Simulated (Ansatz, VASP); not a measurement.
## One calculation of C, two programs

POSCAR

```
C
1.0
   -2.4291088834      2.4291088834      2.4291088834
    2.4291088834     -2.4291088834      2.4291088834
    2.4291088834      2.4291088834     -2.4291088834
C
8
Direct
    0.3254551632      0.0000000000      0.0000000000
    0.6745448368      0.6745448368      0.6745448368
    0.0000000000      0.3254551632      0.0000000000
    0.0000000000      0.0000000000      0.3254551632
    0.0000000000      0.6745448368      0.0000000000
    0.3254551632      0.3254551632      0.3254551632
    0.6745448368      0.0000000000      0.0000000000
    0.0000000000      0.0000000000      0.6745448368
```

Contents of INCAR.step1:

```
PREC = Accurate
ENCUT = 520
ISMEAR = 0
SIGMA = 0.05
LREAL = False
LASPH = True
NELM = 80
NBANDS = 26
GGA = PE
ALGO = Normal
EDIFF = 1E-4
LWAVE = True
LCHARG = False
```

Contents of INCAR.step2:

```
PREC = Accurate
ENCUT = 520
EDIFF = 1E-6
ISMEAR = 0
SIGMA = 0.05
LREAL = False
LASPH = True
NELM = 80
ALGO = Normal
ISIF = 2
LWAVE = False
LCHARG = False
METAGGA = R2SCAN
LMIXTAU = True
NBANDS = 26
ISTART = 1
```

Contents of KPOINTS:

```
Automatic mesh
0
Gamma
  8 8 8
```

Input for Ansatz:

```yaml
crystal:
  lattice:
    - [-2.4291088834, 2.4291088834, 2.4291088834]
    - [2.4291088834, -2.4291088834, 2.4291088834]
    - [2.4291088834, 2.4291088834, -2.4291088834]
  atoms:
    - { symbol: C, position: [0.3254551632, 0.0, 0.0] }
    - { symbol: C, position: [0.6745448368, 0.6745448368, 0.6745448368] }
    - { symbol: C, position: [0.0, 0.3254551632, 0.0] }
    - { symbol: C, position: [0.0, 0.0, 0.3254551632] }
    - { symbol: C, position: [0.0, 0.6745448368, 0.0] }
    - { symbol: C, position: [0.3254551632, 0.3254551632, 0.3254551632] }
    - { symbol: C, position: [0.6745448368, 0.0, 0.0] }
    - { symbol: C, position: [0.0, 0.0, 0.6745448368] }
basis:
  ecutwfc: 500
kpoints:
  mp_grid: { grid: [8, 8, 8] }
hamiltonian:
  xc: r2scan
scf:
  occupations: { method: gaussian, width: 0.05 }
output:
  forces: true
  stress: true
  eigenvalues: true
```

This isn't the form of C at room conditions, which is graphite.

Alike in both runs: task single point; functional r2SCAN; k mesh 8 × 8 × 8; occupations gaussian, width 0.05 eV; no spin polarisation.

```csv
,VASP,Ansatz
version,VASP 6.6.1,Ansatz 0.2.0
potentials or method,"VASP PAW PBE potentials, release 64 (C)","scalar-relativistic, plane waves, PAW"
plane-wave cutoff (eV),520,500
valence electrons in the cell,32,32
```

Ansatz gave:

- gap on the k mesh at the Fermi level (eV): 3.19
- least direct gap on the mesh (eV): 4.15
- pressure (GPa): 0.0
- rms of the force components (eV/Å): 0.003

Which values does VASP return?

gap on the k mesh at the Fermi level (eV): 3.17; least direct gap on the mesh (eV): 4.12; pressure (GPa): 0.9; rms of the force components (eV/Å): 0.029.

Atom by atom the forces differ by 0.026 eV/Å (rms over components).

Caveats: the PAW data sets were made with another functional, which shifts forces and pressure a little (VASP).
